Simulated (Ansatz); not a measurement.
**Si: a line through an energy map**

One table from this session's results is given with a row withheld; the runs are named, their logs left out.

Program: Ansatz 0.2.0. Level of theory: DFT PBE, scalar-relativistic, plane waves, PAW. These are calculated values, not measurements.

**The structure to begin with**

Symmetry: P6_3/mmc, No. 194, hexagonal system. The conventional cell has a = 3.851 Å, b = 3.851 Å, c = 6.365 Å, α = 90.00°, β = 90.00°, γ = 120.00°. Around Si (site symmetry 3m) lie 4 Si at 2.36 to 2.38 Å.

Coordinates:

```cif
data_structure
_symmetry_space_group_name_H-M 'P 1'
_symmetry_Int_Tables_number 1
_cell_length_a 3.8511
_cell_length_b 3.8511
_cell_length_c 6.3647
_cell_angle_alpha 90.000
_cell_angle_beta 90.000
_cell_angle_gamma 120.000
_cell_volume 81.75
loop_
_atom_site_label
_atom_site_type_symbol
_atom_site_fract_x
_atom_site_fract_y
_atom_site_fract_z
_atom_site_occupancy
Si1 Si 0.33333 0.66667 0.06293 1
Si2 Si 0.66667 0.33333 0.56293 1
Si3 Si 0.33333 0.66667 0.43707 1
Si4 Si 0.66667 0.33333 0.93707 1
```

It goes back to an entry of the Materials Project, which need not be the stable form.

This cell was relaxed beforehand with the same method: volume 20.44 Å³/atom, gap on the mesh 0.45 eV.

**What is varied**

The energy is mapped over two homogeneous strains (x along [1 0 0], y along [1 2 0], z along [0 0 1] of the conventional cell).

- engineering shear strain xy: 9 values from −8 to 8 %
- strain +e along x and -e along y: 9 values from −7.00 to 7.00 %

Nothing else is relaxed (fractional coordinates fixed). Energies count from the relaxed crystal. Points are written as (first, second).

Set-up of the first run:

Input file input.yaml:

```yaml
crystal:
  lattice:
    - [3.5815064503, -0.1540432882, 0.0]
    - [-1.924158626, 3.6456161168, 0.0]
    - [0.0, 0.0, 6.3646810974]
  atoms:
    - { symbol: Si, position: [0.3333333333, 0.6666666667, 0.0629320729] }
    - { symbol: Si, position: [0.6666666667, 0.3333333333, 0.5629320729] }
    - { symbol: Si, position: [0.3333333333, 0.6666666667, 0.4370679271] }
    - { symbol: Si, position: [0.6666666667, 0.3333333333, 0.9370679271] }
basis:
  ecutwfc: 420
kpoints:
  mp_grid: { grid: [12, 12, 6] }
hamiltonian:
  xc: pbe
  pseudopotentials: { kind: paw, azcp: { folder: soft_1 } }
scf:
  occupations: { method: gaussian, width: 0.05 }
output:
  forces: true
  stress: true
  eigenvalues: true
```

Launch:

```sh
$ ansatz run input.yaml --threads 2 --pin off --max-ram 4096MiB --backend cpu --events-out ev --progress --plain --runs-dir out
```

Steps of the session up to this table: Point (−8 %, −7.00 %); Point (−8 %, −5.25 %); Point (−8 %, −3.50 %); Point (−8 %, −1.75 %); Grid point (−8 %, 0.00 %); The run at (−8 %, 1.75 %); Point (−8 %, 3.50 %); The run at (−8 %, 5.25 %); Point (−8 %, 7.00 %).

One of the session's tables, all rows but one given; the rest of the session is left out.

| strain +e along x and -e along y (%) | energy (meV/atom) | slope (meV/atom per %) | pressure (GPa) | largest force on an atom (eV/Å) |
| --- | --- | --- | --- | --- |
| −7.00 | 140 | −29 | 1.92 | 1.42 |
| −5.25 | ? | ? | ? | ? |
| −3.50 | 62 | −15 | 0.88 | 0.99 |
| −1.75 | 42 | −8 | 0.61 | 0.79 |
| 0.00 | 35 | 0 | 0.49 | 0.63 |
| 1.75 | 41 | 7 | 0.57 | 0.58 |
| 3.50 | 60 | 15 | 0.82 | 0.72 |
| 5.25 | 93 | 23 | 1.25 | 1.03 |
| 7.00 | 140 | 31 | 1.93 | 1.43 |

Q: Estimate the row for strain +e along x and -e along y (%) = −5.25 from the others.

Worked estimate for «energy (meV/atom)». A straight line through the neighbours (−7.00, 140) and (−3.50, 62) gives 140 + (62 − 140) × (−5.25 − −7.00) / (−3.50 − −7.00) = 101; a parabola fitted to 3 rows on both sides gives 95.

As computed: energy (meV/atom): 95; slope (meV/atom per %): −22; pressure (GPa): 1.31; largest force on an atom (eV/Å): 1.21. In «energy (meV/atom)» the line misses by +6 and the parabola by +0.

Energies count from the relaxed crystal. Slopes come from the forces (and the stress, where the cell changes), not from differences of energies.

What this shows: The lowest point computed on the line is at 0.00 %, 35 meV/atom from the zero. Divided by the reference volume, that is a stiffness of about 340 GPa for this pattern of strain, with the ions clamped. The highest point computed, at 7.00 %, lies 106 meV/atom above the lowest. A rigid map gives upper bounds: relaxing the other coordinates can only lower a point.
